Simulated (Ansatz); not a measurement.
# CsBr under changes of volume

One of the cells (40.468 Å³/atom); the others are scaled copies at fixed shape and fractional positions:

```
Cs Br
1.0
     4.32562    0.00000    0.00000
     0.00000    4.32562    0.00000
     0.00000    0.00000    4.32562
Cs Br
1 1
Direct
  0.00000 0.00000 0.00000
  0.50000 0.50000 0.50000
```

The cell comes from a database or a generator and needn't be the stable form of this composition.

| Quantity | Value |
| --- | --- |
| Program | Ansatz 0.2.0 |
| Functional | PBEsol |
| Potentials or basis | Ansatz PAW |
| Cutoff | 420 eV (not typed: the program's choice for these potentials) |
| k mesh | 6 × 6 × 6 |
| Occupations | fermi-dirac, width 0.05 eV |
| Spin | no spin polarisation |

| volume (Å³/atom) | energy over the lowest point (meV/atom) | pressure (GPa) | gap on the mesh (eV) |
| --- | --- | --- | --- |
| 38.040 | 0.00 | 0.1 | 4.46 |
| 38.850 | ? | ? | ? |
| 39.659 | 2.62 | -0.5 | 4.31 |
| 40.468 | 6.01 | -0.8 | 4.23 |
| 41.278 | 10.56 | -1.0 | 4.16 |
| 42.087 | 16.12 | -1.2 | 4.09 |
| 42.896 | 22.55 | -1.4 | 4.03 |

**Question.** What does the run at 38.850 Å³/atom give?

**Answer.** Energy over the lowest point 0.55 meV/atom; pressure -0.3 GPa; gap on the mesh 4.38 eV.

Worked out: A Birch-Murnaghan fit of order 3 (a polynomial in V^(-2/3)) to the other rows has its minimum at 38.17 Å³/atom with B0 = V·E''(V) = 15.8 GPa and B' = 5.3. It gives 0.55 meV/atom at 38.850 Å³/atom, against the run's 0.55, and -dE/dV = -0.3 GPa, against -0.3. A straight line through the other rows of the gap, of slope -3.61 eV per unit of ln V, gives 4.38 eV, against the run's 4.38.

Energies are extrapolated to zero smearing.

Caveats: spin-orbit coupling is left out, which moves the levels of the heavy elements; the PAW data sets come from PBE, with cores solved anew for the run's functional, which leaves a small shift of forces and pressure.
